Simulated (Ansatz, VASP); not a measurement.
## Two plane-wave programs on GaP

```xyz
2
Lattice="0.0000 2.7530 2.7530 2.7530 0.0000 2.7530 2.7530 2.7530 0.0000" Properties=species:S:1:pos:R:3 pbc="T T T"
Ga    0.0000    0.0000    0.0000
P     4.1295    4.1295    4.1295
```

Alike in both runs: functional PBE; k mesh 8 × 8 × 8; occupations gaussian, width 0.02 eV; no spin polarisation.

Ansatz relaxed the structure, and its values are those at the end. VASP's run is a single point on that final structure, the one shown.

```csv
,VASP,Ansatz
version,VASP 6.6.1,Ansatz 0.2.0
potentials or method,"VASP PAW PBE potentials, release 64 (Ga_d, P)","scalar-relativistic, plane waves, PAW"
plane-wave cutoff (eV),520,420
valence electrons in the cell,18,18
```

|  | VASP | Ansatz | Ansatz less VASP |
| --- | --- | --- | --- |
| gap on the k mesh at the Fermi level (eV) | 1.58 | 1.58 | +0.003 |
| least direct gap on the mesh (eV) | 1.58 | 1.58 | +0.003 |
| pressure (GPa) | -0.1 | 0.0 | +0.07 |

A k mesh can miss the band edges. As with any semilocal functional, this PBE gap is likely too small.
